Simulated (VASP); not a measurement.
# W (Im-3m) in VASP: relaxation of cell and atoms with PBE

Aim: the relaxation of cell and atoms of W with PBE.

All numbers are computed with VASP 6.6.1; they aren't measurements. Logs are shortened: lines on timing, memory, paths and dates and some standing lists are left out, and cuts for length are marked.

## (1) The structure

The structure is cubic, space group Im-3m (No. 229). Conventional cell: a = 3.165 Å, b = 3.165 Å, c = 3.165 Å, α = 90.00°, β = 90.00°, γ = 90.00°. W (site symmetry m-3m) has 8 W at 2.74 Å as nearest neighbours.

## (2) Relaxation of cell and atoms, PBE

INCAR reads:

```
  PREC = Accurate
  ENCUT = 600
  EDIFF = 1E-7
  ISMEAR = 1
  SIGMA = 0.1
  LREAL = F
  LASPH = T
  NELM = 80
  ALGO = Fast
  ISIF = 3
  LWAVE = F
  LCHARG = F
  GGA = PE
  IBRION = 2
  NSW = 40
  EDIFFG = -0.005
```

KPOINTS reads:

```
Automatic mesh
0
Gamma
  19 19 19
```

POSCAR reads:

```
W
1.0
   -1.5823450000      1.5823450000      1.5823450000
    1.5823450000     -1.5823450000      1.5823450000
    1.5823450000      1.5823450000     -1.5823450000
W
1
Direct
    0.0000000000      0.0000000000      0.0000000000
```

Potentials or basis: VASP PAW PBE potentials, release 64 (W_sv).

Command:

```console
cat potpaw_PBE.64/W_sv/POTCAR > POTCAR
mpirun -np 1 vasp_std > vasp.out
```

OUTCAR:

```text
PREC = Accurate
   ENCUT = 600
   EDIFF = 1E-7
   ISMEAR = 1
   LREAL = F
   LASPH = T
   NELM = 80
   ISIF = 3
   GGA = PE
   IBRION = 2
   NSW = 40
   EDIFFG = -0.005

 ion  position               nearest neighbor table
   1  0.000  0.000  0.000-

  LATTYP: Found a body centered cubic cell.
 ALAT       =     3.1646900000

  Lattice vectors:

 A1 = (  -1.5823450000,   1.5823450000,   1.5823450000)
 A2 = (   1.5823450000,  -1.5823450000,   1.5823450000)
 A3 = (   1.5823450000,   1.5823450000,  -1.5823450000)

Analysis of symmetry for initial positions (statically):
=====================================================================
 Subroutine PRICEL returns:
 Original cell was already a primitive cell.

 Routine SETGRP: Setting up the symmetry group for a
 body centered cubic supercell.

 Subroutine GETGRP returns: Found 48 space group operations
 (whereof 48 operations were pure point group operations)
 out of a pool of 48 trial point group operations.

The static configuration has the point symmetry O_h .

Analysis of symmetry for dynamics (positions and initial velocities):
=====================================================================
 Subroutine PRICEL returns:
 Original cell was already a primitive cell.

 Routine SETGRP: Setting up the symmetry group for a
 body centered cubic supercell.

 Subroutine GETGRP returns: Found 48 space group operations
 (whereof 48 operations were pure point group operations)
 out of a pool of 48 trial point group operations.

The dynamic configuration has the point symmetry O_h .

 Subroutine INISYM returns: Found 48 space group operations
 (whereof 48 operations are pure point group operations),
 and found     1 'primitive' translations

----------------------------------------------------------------------------------------

                                     Primitive cell

  volume of cell :      15.8476

  direct lattice vectors                    reciprocal lattice vectors
    -1.582345000  1.582345000  1.582345000     0.000000000  0.315986716  0.315986716
     1.582345000 -1.582345000  1.582345000     0.315986716  0.000000000  0.315986716
     1.582345000  1.582345000 -1.582345000     0.315986716  0.315986716  0.000000000

  length of vectors
     2.740701935  2.740701935  2.740701935     0.446872699  0.446872699  0.446872699

  position of ions in fractional coordinates (direct lattice)
     0.000000000  0.000000000  0.000000000

  ion indices of the primitive-cell ions
   primitive index   ion index
                 1           1

----------------------------------------------------------------------------------------

 KPOINTS: Automatic mesh

Automatic generation of k-mesh.
 Grid dimensions read from file:
 generate k-points for:   19   19   19

 Generating k-lattice:

  Cartesian coordinates                     Fractional coordinates (reciprocal lattice)
     0.000000000  0.016630880  0.016630880     0.052631579  0.000000000  0.000000000
     0.016630880  0.000000000  0.016630880     0.000000000  0.052631579  0.000000000
     0.016630880  0.016630880  0.000000000     0.000000000  0.000000000  0.052631579

  Length of vectors
     0.023519616  0.023519616  0.023519616

  Shift w.r.t. Gamma in fractional coordinates (k-lattice)
     0.000000000  0.000000000  0.000000000

 Subroutine IBZKPT returns following result:
 ===========================================

 Found    220 irreducible k-points:

 Following reciprocal coordinates:
            Coordinates               Weight
  0.000000  0.000000  0.000000      1.000000
  0.052632  0.000000  0.000000     12.000000
  0.105263  0.000000  0.000000     12.000000
  0.157895  0.000000  0.000000     12.000000
  0.210526  0.000000  0.000000     12.000000
  0.263158  0.000000  0.000000     12.000000
[... 16 lines left out ...]
  0.263158  0.105263  0.000000     48.000000
  0.315789  0.105263  0.000000     48.000000
 [... further k-points ...]
   k-points           NKPTS =    220   k-points in BZ     NKDIM =    220   number of bands    NBANDS=     11
   number of dos      NEDOS =    301   number of ions     NIONS =      1
   total plane-waves  NPLWV =  13824
   dimension x,y,z NGX =    24 NGY =   24 NGZ =   24
   dimension x,y,z NGXF=    48 NGYF=   48 NGZF=   48
   ions per type =               1
   NGX,Y,Z   is equivalent  to a cutoff of  14.56, 14.56, 14.56 a.u.
   NGXF,Y,Z  is equivalent  to a cutoff of  29.12, 29.12, 29.12 a.u.
 SYSTEM =  unknown system
   PREC   = accura    normal or accurate (medium, high low for compatibility)
   ISTART =      0    job   : 0-new  1-cont  2-samecut
   ICHARG =      2    charge: 1-file 2-atom 10-const
   ISPIN  =      1    spin polarized calculation?
   LNONCOLLINEAR =      F non collinear calculations
   LSORBIT =      F    spin-orbit coupling
   LASPH  =      T    aspherical Exc in radial PAW
   ENCUT  =  600.0 eV  44.10 Ry    6.64 a.u.   5.47  5.47  5.47*2*pi/ulx,y,z
   NELM   =     80;   NELMIN=  2; NELMDL= -5     # of ELM steps
   EDIFF  = 0.1E-06   stopping-criterion for ELM
   LREAL  =      F    real-space projection
   EDIFFG = -.5E-02   stopping-criterion for IOM
   NSW    =     40    number of steps for IOM
   IBRION =      2    ionic relax: 0-MD 1-quasi-New 2-CG
   NFREE  =      1    steps in history (QN), initial steepest desc. (CG)
   ISIF   =      3    stress and relaxation
   ISYM   =      2    0-nonsym 1-usesym 2-fastsym
   POTIM  = 0.5000    time-step for ionic-motion
   TEBEG  =    0.0;   TEEND  =   0.0 temperature during run
   PSTRESS=    0.0 pullay stress
   NELECT =      14.0000    total number of electrons
   NUPDOWN=      -1.0000    fix difference up-down
   EMIN   =  10.00;   EMAX   =-10.00  energy-range for DOS
   EFERMI =   0.00;   METHOD = LEGACY
   ISMEAR =     1;   SIGMA  =   0.10  broadening in eV -4-tet -1-fermi 0-gaus
   EFERMI_NEDOS =   21; number of points for ismear=-14 and -15
   IALGO  =     68    algorithm
   IMIX   =      4    mixing-type and parameters
     AMIX     =   0.40;   BMIX     =  1.00
     AMIX_MAG =   1.60;   BMIX_MAG =  1.00
  volume/ion in A,a.u.               =      15.85       106.94
  Fermi-wavevector in a.u.,A,eV,Ry     =   1.570832  2.968442 33.572544  2.467512
  Thomas-Fermi vector in A             =   2.672506
   LORBIT       =      0    0 simple, 1 ext, 2 COOP (PROOUT), +10 PAW based schemes
   GGA     = PE    functional components
   LHFCALC =     F    Hartree Fock is set to
   AEXX    =    0.0000 exact exchange contribution
   IVDW    =     0    specifies the selected vdW correction
   LEPSILON=     F    determine dielectric tensor
   LRPA    =     F    only Hartree local field effects (RPA)
 conjugate gradient relaxation of ions
 non-spin polarized calculation
 RMM-DIIS sequential band-by-band and
 Methfessel and Paxton  Order N= 1 SIGMA  =   0.10
  energy-cutoff  :      600.00
  volume of cell :       15.85
 maximum number of plane-waves:       543
 NGX is ok and might be reduce to    24
   NGX = 11   NGY = 11   NGZ = 11

--------------------------------------- Ionic step        1  -------------------------------------------

 number of electron      14.0000002 magnetization

 Free energy of the ion-electron system (eV)
  ---------------------------------------------------
  ext. energy  EPLUGINS =         0.00000000
  ---------------------------------------------------
  free energy    TOTEN  =       -12.95048415 eV

  energy without entropy =      -12.95054226  energy(sigma->0) =      -12.95050352

------------------------ aborting loop because EDIFF is reached ----------------------------------------

  FORCE on cell =-STRESS in cart. coord.  units (eV):
  Direction    XX          YY          ZZ          XY          YZ          ZX
  --------------------------------------------------------------------------------------
  -------------------------------------------------------------------------------------
  Total        0.5948667      0.5948667      0.5948667      0.0000000     -0.0000000      0.0000000
  in kB       60.1404525     60.1404525     60.1404525      0.0000000     -0.0000000      0.0000000
  external PRESSURE =      60.1404525 kB  Pullay stress =       0.0000000 kB
[... 90 lines left out ...]
  energy  without entropy=      -12.9559097651  energy(sigma->0) =      -12.95602318

--------------------------------------- Ionic step        4  -------------------------------------------

 number of electron      14.0000002 magnetization

 Free energy of the ion-electron system (eV)
  ---------------------------------------------------
  ext. energy  EPLUGINS =         0.00000000
  ---------------------------------------------------
  free energy    TOTEN  =       -12.95608564 eV

  energy without entropy =      -12.95592068  energy(sigma->0) =      -12.95603066

 E-fermi :  11.1340     XC(G=0): -13.5332

 val. band max:       11.1185831036   @ k =  -0.3158   0.3684   0.2632
 cond. band min:      11.1454249288   @ k =  -0.3158   0.3158   0.2105
 fundamental gap:      0.0268418252
 Fermi energy:        11.1339828919

 k-point     1 :       0.0000    0.0000    0.0000
  band No.  band energies     occupation
      1     -63.0297      2.00000
      2     -26.6192      2.00000
      3     -26.6192      2.00000
      4     -26.6192      2.00000
      5       1.6400      2.00000
      6       9.9780      2.00000
      7       9.9780      2.00000
      8       9.9780      2.00000
      9      13.3920      0.00000
     10      13.3920      0.00000
     11      25.6458      0.00000
[... 309 lines left out ...]
 k-point    24 :       0.3158    0.1053    0.0000
  band No.  band energies     occupation
      1     -62.9221      2.00000
      2     -27.6301      2.00000
      3     -26.9806      2.00000
      4     -26.6724      2.00000
      5       5.3603      2.00000
      6       8.0524      2.00000
      7       9.6286      2.00000
      8      13.0090     -0.00000
      9      14.1598      0.00000
     10      15.9029      0.00000
     11      23.4655      0.00000

 [... further k-points ...]
[... 5 lines left out ...]
  --------------------------------------------------------------------------------------
  -------------------------------------------------------------------------------------
  Total        0.0002593      0.0002593      0.0002593      0.0000000      0.0000000     -0.0000000
  in kB        0.0257214      0.0257214      0.0257214      0.0000000      0.0000000     -0.0000000
  external PRESSURE =       0.0257214 kB  Pullay stress =       0.0000000 kB
[... 16 lines left out ...]
  FREE ENERGIE OF THE ION-ELECTRON SYSTEM (eV)
  ---------------------------------------------------
  free  energy   TOTEN  =       -12.9560856439 eV

  energy  without entropy=      -12.9559206848  energy(sigma->0) =      -12.95603066

 reached required accuracy - stopping structural energy minimisation
```

Wall time 96 s (1 thread of AMD EPYC 9R14 (Zen 4), shared host); peak memory 0.15 GiB.

Results:

```
Free energy                            : -12.9561 eV
Relaxed volume                         : 16.15 Å³/atom
Relaxed cell                           : a = 2.758 Å, b = 2.758 Å, c = 2.758 Å, α = 109.47°, β = 109.47°, γ = 109.47°
Space group after relaxing (to 0.05 Å) : Im-3m (No. 229)
Energy gained by relaxing              : 5.6 meV/atom
Ionic steps                            : 4
Pressure after relaxing                : 0.0 GPa
Band gap on the k mesh                 : none (metal or under the smearing width)
```

The path:
| step | energy change (eV) | largest force (eV/Å) | pressure (GPa) | volume (Å³) |
| --- | --- | --- | --- | --- |
| 1 | 0.0000 | 0.0000 | 6.01 | 15.85 |
| 2 | 0.0570 | 0.0000 | -17.25 | 17.25 |
| 3 | -0.0056 | 0.0000 | -0.18 | 16.16 |
| 4 | -0.0056 | 0.0000 | 0.00 | 16.15 |

Final structure:
```
CELL_PARAMETERS angstrom
-1.59246 1.59246 1.59246
1.59246 -1.59246 1.59246
1.59246 1.59246 -1.59246
ATOMIC_POSITIONS crystal
W 0.00000 0.00000 0.00000
```

Levels at points of the mesh, in eV from the Fermi level:
| k point | band 3 | band 4 | band 5 | band 6 | band 7 | band 8 | band 9 | band 10 | band 11 |
| --- | --- | --- | --- | --- | --- | --- | --- | --- | --- |
| (0.00, 0.00, 0.00) | -37.75 | -37.75 | -9.49 | -1.16 | -1.16 | -1.16 | 2.26 | 2.26 | 14.51 |
